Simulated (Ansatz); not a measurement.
# SnO: short molecular dynamics

The task, for SnO: run short molecular dynamics at set temperatures.

Program: Ansatz 0.2.0. Level of theory: DFT PBE+D3(BJ), scalar-relativistic, plane waves, PAW. These are calculated values, not measurements.

**1. The starting structure**

Symmetry: Pmn2_1, No. 31, orthorhombic system. The conventional cell has a = 3.355 Å, b = 5.674 Å, c = 4.222 Å, α = 90.00°, β = 90.00°, γ = 90.00°. Around Sn (site symmetry m) lie 3 O at 2.15 to 2.16 Å. Around O (site symmetry m) lie 3 Sn at 2.15 to 2.16 Å.

As a file:

```cif
data_structure
_symmetry_space_group_name_H-M 'P 1'
_symmetry_Int_Tables_number 1
_cell_length_a 3.3550
_cell_length_b 5.6741
_cell_length_c 4.2220
_cell_angle_alpha 90.000
_cell_angle_beta 90.000
_cell_angle_gamma 90.000
_cell_volume 80.37
loop_
_atom_site_label
_atom_site_type_symbol
_atom_site_fract_x
_atom_site_fract_y
_atom_site_fract_z
_atom_site_occupancy
Sn1 Sn 0.00000 0.23191 0.51314 1
Sn2 Sn 0.50000 0.76809 0.01314 1
O1 O 0.00000 0.89125 0.73686 1
O2 O 0.50000 0.10875 0.23686 1
```

Source of the structure: the Materials Project (structure only).

**2. Quick check of gap, pressure and forces**

The input, input.yaml:

```yaml
crystal:
  lattice:
    - [3.355005, 0.0, 0.0]
    - [0.0, 5.674104, 0.0]
    - [0.0, 0.0, 4.22197]
  atoms:
    - { symbol: Sn, position: [0.0, 0.231909, 0.513144] }
    - { symbol: Sn, position: [0.5, 0.768091, 0.013144] }
    - { symbol: O, position: [0.0, 0.89125, 0.736857] }
    - { symbol: O, position: [0.5, 0.10875, 0.236857] }
basis:
  ecutwfc: 420
kpoints:
  mp_grid: { grid: [6, 4, 4] }
hamiltonian:
  xc: pbe
  dispersion: d3bj
scf:
  occupations: { method: gaussian, width: 0.1 }
output:
  forces: true
  stress: true
  eigenvalues: true
```

Launch:

```console
$ ansatz run input.yaml --threads 4 --pin off --max-ram 5120MiB --backend cpu --events-out ev --progress --plain --runs-dir out
```

Output, cut to the lines that bear on the results:

```text
Warning: RAYON_NUM_THREADS=4 ignored (pool sized by the plan → 4); use --threads N
[...]
Pseudopotentials: kind: paw
Pseudopotential: Sn, paw, valence charge 14, recommended cutoff 420 eV (normal), Sn.paw.azcp
Pseudopotential: O, paw, valence charge 6, recommended cutoff 420 eV (normal), O.paw.azcp
Functional definition: PBE
[...]
Crystal: 4 atoms, lattice volume = 80.372 Å³
Basis set: ecut = 420 eV, 1551 PW (Γ), exchange–correlation on 48×80×60 points (8 copies of the dense FFT grid, shifted against one another)
Bands: 24, of which v1, the nominal top of the filled ones, is band 20 counted from 1 (19 counted from 0)
Symmetry: 4 space group operations
Space group: Pmn21 (ITA 31), of the structure as read, at distance tolerance 4.3e-5 Å
k-points: 36 of 96 (time reversal used)
[...]
SCF iter   1: F=—  HF=-13183.953709 eV  |F-HF|=—  |Δ(HF+E_count)|=         —  Δρ=2.07e-3  dr2=4.80e-3  ethr=1.77e-3  ⟨swp⟩=6.0  Hψ=4054  notcnv=0
[...]
SCF iter   6: F=-13183.953923 eV  HF=-13183.953923 eV  |F-HF|=1.24e-8  |Δ(HF+E_count)|=   1.44e-7  Δρ=5.26e-6  dr2=1.95e-8  ethr=2.50e-10  ⟨swp⟩=6.6  Hψ=3857  notcnv=0
[...]
SCF converged after 6 iterations
Free energy (F): -13183.953923 eV
[...]
E sigma→0 (E₀):  -13183.953923 eV
Fermi energy:    8.125898 eV
[...]
--- Forces (eV/Å), atoms counted from 1 ---
  atom   1  Sn    -0.00000000    -0.10788647    -0.02279734
  atom   2  Sn     0.00000000     0.10788647    -0.02279734
  atom   3  O      0.00000000     0.05940582     0.02283388
  atom   4  O      0.00000000    -0.05940582     0.02283388
[...]
--- Stress (GPa, compression-positive) ---
       -1.520540       0.000000       0.000000
        0.000000      -1.139458       0.000000
        0.000000       0.000000      -1.298435
  P = ⅓ Tr σ = -1.3195 GPa (-13.195 kbar)
--- Band table (eV; the first three rows and the last of 36) ---
  k-point 0: bands = ["-13.9141", "-13.5988", "-13.5106", "-13.4889", "-13.4611", "-13.4238", "-13.4073", "-13.3979", "-13.3596", "-13.3514", "-11.4211", "-9.7290", "-0.1529", "1.5312", "3.1208", "3.5243", "3.8518", "4.6980", "5.2794", "7.2985", "9.9992", "10.5018", "13.2306", "13.2322"]
[...]
```

Wall time 1.8 s (4 threads of Arm Neoverse V1, shared host); peak memory 0.34 GiB.

No relaxation comes first: the listed cell is the starting point.

**3. Reference: the perfect supercell**

The input, input.yaml:

```yaml
crystal:
  lattice:
    - [0.0, -5.674104, 4.22197]
    - [0.0, 5.674104, 4.22197]
    - [-6.71001, 0.0, -4.22197]
  atoms:
    - { symbol: Sn, position: [0.3906175, 0.6225265, 0.5] }
    - { symbol: Sn, position: [0.8906175, 0.1225265, 0.5] }
    - { symbol: Sn, position: [0.1406175, 0.3725265, 0.0] }
    - { symbol: Sn, position: [0.6406175, 0.8725265, 0.0] }
    - { symbol: Sn, position: [0.7475265, 0.5156175, 0.25] }
    - { symbol: Sn, position: [0.2475265, 0.0156175, 0.25] }
    - { symbol: Sn, position: [0.4975265, 0.2656175, 0.75] }
    - { symbol: Sn, position: [0.9975265, 0.7656175, 0.75] }
    - { symbol: O, position: [0.1728035, 0.0640535, 0.5] }
    - { symbol: O, position: [0.6728035, 0.5640535, 0.5] }
    - { symbol: O, position: [0.9228035, 0.8140535, 0.0] }
    - { symbol: O, position: [0.4228035, 0.3140535, 0.0] }
    - { symbol: O, position: [0.1890535, 0.2978035, 0.25] }
    - { symbol: O, position: [0.6890535, 0.7978035, 0.25] }
    - { symbol: O, position: [0.9390535, 0.0478035, 0.75] }
    - { symbol: O, position: [0.4390535, 0.5478035, 0.75] }
  symmetry: { detect: false }
basis:
  ecutwfc: 420
kpoints:
  mp_grid: { grid: [2, 2, 2], shift: [0.5, 0.5, 0.5] }
hamiltonian:
  xc: pbe
  dispersion: d3bj
scf:
  occupations: { method: gaussian, width: 0.1 }
output:
  forces: true
  stress: true
  eigenvalues: true
```

Launch:

```console
$ ansatz run input.yaml --threads 4 --pin off --max-ram 5120MiB --backend cpu --events-out ev --progress --plain --runs-dir out
```

Output, cut to the lines that bear on the results:

```text
Warning: RAYON_NUM_THREADS=4 ignored (pool sized by the plan → 4); use --threads N
[...]
[... 4 set-up lines as earlier in the session ...]
[...]
Crystal: 16 atoms, lattice volume = 321.489 Å³
Basis set: ecut = 420 eV, 6283 PW (Γ), exchange–correlation on 96×96×108 points (8 copies of the dense FFT grid, shifted against one another)
Bands: 96, of which v1, the nominal top of the filled ones, is band 80 counted from 1 (79 counted from 0)
Symmetry: 1 space group operations
k-points: 4 of 8 (time reversal used)
[...]
SCF iter   1: F=—  HF=-52735.871114 eV  |F-HF|=—  |Δ(HF+E_count)|=         —  Δρ=2.04e-3  dr2=2.13e-2  ethr=1.77e-3  ⟨swp⟩=6.0  Hψ=1467  notcnv=0
[...]
SCF iter   6: F=-52735.874118 eV  HF=-52735.874118 eV  |F-HF|=4.96e-8  |Δ(HF+E_count)|=   7.71e-7  Δρ=5.99e-6  dr2=9.66e-8  ethr=6.25e-11  ⟨swp⟩=10.5  Hψ=1794  notcnv=0
[...]
SCF converged after 6 iterations
Free energy (F): -52735.874118 eV
[...]
E sigma→0 (E₀):  -52735.874118 eV
Fermi energy:    8.045674 eV
[...]
--- Forces (eV/Å), atoms counted from 1 ---
  atom   1  Sn     0.00000096    -0.08500025    -0.03871449
  atom   2  Sn     0.00000228    -0.08499866    -0.03871595
  atom   3  Sn    -0.00000483    -0.08500273    -0.03870986
  atom   4  Sn    -0.00000070    -0.08499907    -0.03872126
  atom   5  Sn     0.00000048     0.08500109    -0.03871811
  atom   6  Sn    -0.00000044     0.08499960    -0.03871602
  atom   7  Sn     0.00000126     0.08500113    -0.03871738
  atom   8  Sn    -0.00000133     0.08500000    -0.03871580
[...]
--- Stress (GPa, compression-positive) ---
       -1.473443       0.000000       0.000001
        0.000000      -1.348005      -0.000007
        0.000001      -0.000007      -1.417490
  P = ⅓ Tr σ = -1.4130 GPa (-14.130 kbar)
--- Band table (eV) ---
[...]
```

Run time: 3.9 s. Hardware: 4 threads of Arm Neoverse V1, shared host; peak memory 0.8 GiB.

**4. Molecular dynamics, 450 K**

40 steps of 2 fs with a Langevin thermostat and barostat, velocities drawn for 450 K, at 1.01 times the reference volume, target pressure 2 GPa.

Edit input.yaml of step 3 so:

```diff
@@ -2,5 +2,5 @@
   lattice:
-    - [0.0, -5.674104, 4.22197]
-    - [0.0, 5.674104, 4.22197]
-    - [-6.71001, 0.0, -4.22197]
+    - [0.0, -5.6929549823, 4.2359965814]
+    - [0.0, 5.6929549823, 4.2359965814]
+    - [-6.7323025558, 0.0, -4.2359965814]
   atoms:
@@ -22,3 +22,2 @@
     - { symbol: O, position: [0.4390535, 0.5478035, 0.75] }
-  symmetry: { detect: false }
 basis:
@@ -31,3 +30,5 @@
 scf:
-  occupations: { method: gaussian, width: 0.1 }
+  occupations: { method: fermi_dirac, width: 0.0388 }
+  lower_state_search: "off"
+  convergence: { dr2_threshold: 1.0e-07 }
 output:
@@ -35,2 +36,10 @@
   stress: true
-  eigenvalues: true
+md:
+  timestep: 2.0
+  n_steps: 40
+  ensemble: npt_langevin
+  temperature: 450.0
+  initial_velocities: maxwell_boltzmann
+  seed: 37981
+  friction: 0.05
+  pressure: 2.0
```

Launch:

```console
$ ansatz run input.yaml --threads 4 --pin off --max-ram 5120MiB --backend cpu --events-out ev --progress --plain --runs-dir out
```

Output, cut to the lines that bear on the results:

```text
Warning: md: disabling space-group detection — thermal motion breaks the input geometry's symmetry, so no spatial operation reduces the k-mesh or symmetrises the density; time reversal is kept, so that k and −k are solved as one point where they differ and the mesh holds both, and exact [...]
Warning: md.ensemble: scf.convergence.dr2_threshold = 1e-7 eV (the SCF's general default) is looser than the 8e-8 eV advised for a trajectory that moves its cell on the stress, at its friction, temperature and timestep (5e-9 eV for each atom of the cell: 16). What an SCF threshold leaves [...]
Warning: RAYON_NUM_THREADS=4 ignored (pool sized by the plan → 4); use --threads N
[...]
[... 4 set-up lines as earlier in the session ...]
[...]
Crystal: 16 atoms, lattice volume = 324.704 Å³
Basis set: ecut = 420 eV (smoothed over ±3.0 %; plane waves to 437.0 eV, density to 1747.9 eV), 6703 PW (Γ), exchange–correlation on 100×100×120 points (8 copies of the dense FFT grid, shifted against one another)
[...]
md step     2: t =     4.00 fs  T =   433.6 K  F+E_penalty+E_count = -52735.80784045 eV  E_kin = 0.896854 eV  conserved = -52731.13605914 eV  P_inst = -1.6627 GPa  V = 324.6623 Å³  selection 1  (6 SCF iters)
[...]
md step     4: t =     8.00 fs  T =   325.5 K  F+E_penalty+E_count = -52735.73073302 eV  E_kin = 0.673245 eV  conserved = -52731.13539324 eV  P_inst = -1.3090 GPa  V = 323.8832 Å³  selection 1  (6 SCF iters)
[...]
md step     6: t =    12.00 fs  T =   474.7 K  F+E_penalty+E_count = -52735.63874883 eV  E_kin = 0.981654 eV  conserved = -52731.13602954 eV  P_inst = -0.6611 GPa  V = 323.1018 Å³  selection 1  (5 SCF iters)
[...]
md step     8: t =    16.00 fs  T =   418.6 K  F+E_penalty+E_count = -52735.58338422 eV  E_kin = 0.865820 eV  conserved = -52731.13545592 eV  P_inst = -0.2081 GPa  V = 322.0317 Å³  selection 1  (7 SCF iters)
md step     9: t =    18.00 fs  T =   387.8 K  F+E_penalty+E_count = -52735.57860649 eV  E_kin = 0.801937 eV  conserved = -52731.13572630 eV  P_inst = -0.0474 GPa  V = 321.3614 Å³  selection 1  (6 SCF iters)
md step    10: t =    20.00 fs  T =   392.8 K  F+E_penalty+E_count = -52735.56610255 eV  E_kin = 0.812456 eV  conserved = -52731.13624630 eV  P_inst = 0.0867 GPa  V = 320.7881 Å³  selection 1  (7 SCF iters)
```

**5. The log goes on: dynamics (npt_langevin) at 450 K, volume x 1.01**

The log, continued, cut to the lines that bear on the results:

```text
md step    11: t =    22.00 fs  T =   386.7 K  F+E_penalty+E_count = -52735.55462349 eV  E_kin = 0.799656 eV  conserved = -52731.13687965 eV  P_inst = 0.1605 GPa  V = 320.3565 Å³  selection 1  (7 SCF iters)
[...]
md step    18: t =    36.00 fs  T =   328.2 K  F+E_penalty+E_count = -52735.34474678 eV  E_kin = 0.678717 eV  conserved = -52731.13538230 eV  P_inst = 0.6996 GPa  V = 319.5590 Å³  selection 1  (7 SCF iters)
[...]
md step    25: t =    50.00 fs  T =   381.7 K  F+E_penalty+E_count = -52735.32736880 eV  E_kin = 0.789355 eV  conserved = -52731.13594886 eV  P_inst = 1.2119 GPa  V = 315.7243 Å³  selection 1  (7 SCF iters)
[...]
md step    32: t =    64.00 fs  T =   452.9 K  F+E_penalty+E_count = -52735.22109402 eV  E_kin = 0.936583 eV  conserved = -52731.13606722 eV  P_inst = 1.7786 GPa  V = 310.4133 Å³  selection 1  (5 SCF iters)
[...]
  atom   4  Sn     1.08846865     0.45421443     0.32276842
  atom   5  Sn     0.88504819    -1.11708582    -0.15897917
  atom   6  Sn     1.17855694    -0.95606571    -0.50589689
  atom   7  Sn    -1.37428504     0.23862213     0.00029220
  atom   8  Sn    -0.53213693     0.23335960     0.27114811
[...]
--- Stress (GPa, compression-positive) ---
        2.675324       0.625524       0.685965
        0.625524       1.058401       0.640328
        0.685965       0.640328       1.199893
  P = ⅓ Tr σ = 1.6445 GPa (16.445 kbar)
--- MD trajectory: 40 steps, t = 0.0 → 80.0 fs ---
  final state: T = 459.9 K   F+E_penalty+E_count = -52735.27662778 eV   E_kin = 0.951169 eV
  conserved energy: peak-to-peak 2.170e-3 eV (1.356e-4 eV/atom) over 80.0 fs
  cell: V = 307.0157 Å³ at the end; means of 41 rows, the approach among them: V = 316.8108 Å³, P_inst = 0.6441 GPa
  mean static stress (GPa): xx 0.9335  yy -0.0085  zz 0.1765  yz -0.2621  xz -0.2260  xy 0.0146
  the result is of one more SCF, on plane waves selected at the last cell: its energy does not rank with the rows'
```

Run time: 3 min. Hardware: 4 threads of Arm Neoverse V1, shared host; peak memory 0.94 GiB.

**6. Traces and frames**

One row in 2; energies are changes from the first frame, and the pressure holds the kinetic part:

```csv
time (fs),T (K),potential (meV/atom),pressure (GPa)
0.0,422,0.0,-1.8
4.0,434,1.9,-1.7
8.0,326,6.7,-1.3
12.0,475,12.4,-0.7
16.0,419,15.9,-0.2
20.0,393,17.0,0.1
24.0,390,18.7,0.2
28.0,333,23.6,0.4
32.0,307,28.0,0.6
36.0,328,30.8,0.7
40.0,352,32.3,0.9
44.0,318,31.4,0.9
48.0,413,31.1,1.1
52.0,377,33.3,1.4
56.0,419,36.0,1.6
60.0,457,37.5,1.5
64.0,453,38.5,1.8
68.0,568,38.3,2.0
72.0,422,35.7,1.9
76.0,443,33.7,1.9
80.0,460,35.1,2.0
```

Frames as positions (Å) and forces (eV/Å):

```xyz
16
Lattice="0.000 -5.630 4.189 0.000 5.630 4.189 -6.658 0.000 -4.189" Properties=species:S:1:pos:R:3:forces:R:3 pbc="T T T" time_fs=54.0 T_K=400
Sn   -3.257    1.343    2.160   -1.103    1.002    0.548
Sn   -3.361   -4.307    2.168   -0.129   -0.162   -0.285
Sn    0.043    1.335    2.133    0.017   -0.045    0.363
Sn   -0.016    1.277    6.402   -0.022   -0.046   -0.043
Sn   -1.702   -1.290    4.227    0.973   -0.456    0.374
Sn   -1.726   -1.283    0.130   -0.209   -1.241   -0.315
Sn   -4.937   -1.362    0.070    0.147   -0.055    0.305
Sn   -4.883   -1.323    4.145   -0.880    0.207    0.682
O    -3.369   -0.661   -1.235    0.047    0.294    0.661
O    -3.260   -0.544    3.071   -0.315   -0.148    0.082
O    -0.066   -0.608    7.472    0.331    0.337   -0.721
O     0.118   -0.542    3.278   -0.770    0.384   -0.755
O    -1.696    0.467    1.211    0.955    0.350   -0.835
O    -1.726    0.553    5.242    0.354    0.318    0.054
O    -5.038   -4.907    0.873    0.534   -0.633    0.168
O    -4.974    0.523    1.184    0.071   -0.107   -0.282
16
Lattice="0.000 -5.588 4.158 0.000 5.588 4.158 -6.608 0.000 -4.158" Properties=species:S:1:pos:R:3:forces:R:3 pbc="T T T" time_fs=80.0 T_K=460
Sn   -3.249    1.444    2.134   -0.706   -0.195    0.212
Sn   -3.347   -4.244    2.156   -0.165   -0.009   -0.300
Sn    0.057    1.387    2.051    0.868    0.011    0.405
Sn   -0.036    1.231    6.354    1.089    0.454    0.323
Sn   -1.653   -1.212    4.212    0.885   -1.117   -0.159
Sn   -1.739   -1.264    0.176    1.178   -0.956   -0.506
Sn   -4.824   -1.339    0.087   -1.374    0.239    0.000
Sn   -4.831   -1.370    4.135   -0.532    0.233    0.271
O    -3.287   -0.600   -1.139    0.048    0.298    0.202
O    -3.224   -0.518    3.038   -0.193    0.151   -0.158
O     0.052   -0.670    7.276   -0.674   -0.172    0.215
O     0.077   -0.447    3.196    0.205   -0.257   -0.056
O    -1.591    0.521    1.191   -0.413    0.374   -0.941
O    -1.658    0.524    5.307   -0.415    0.584   -0.391
O    -4.892   -4.967    0.811   -0.048    0.092    0.762
O    -4.909    0.558    1.073    0.248    0.270    0.121
```

Pair distribution functions g(r) over the second half, up to half the cell's height:

```csv
r (Å),O-Sn,O-O
1.95,0.0,0.0
2.05,6.2,0.0
2.15,11.7,0.0
2.25,2.6,0.0
2.35,0.0,0.0
2.45,0.0,0.0
2.55,0.0,0.0
2.65,0.0,1.3
2.75,0.0,2.8
2.85,0.0,4.2
2.95,0.0,3.0
```

**7. Results**

```
                                                quantity               value
               mean temperature, second half (450 K run)  421 K, spread 66 K
                  mean pressure, second half (450 K run)             1.5 GPa
mean potential energy above the perfect cell (450 K run)         37 meV/atom
                    mean volume, second half (450 K run)       19.51 Å³/atom
       mean square move, first to last frame (450 K run)  O 0.02, Sn 0.02 Å²
```

Over the second half of the 450 K run the temperature averages 421 K, with a standard deviation of 66 K. Runs this short are not equilibrated, so the means are rough.
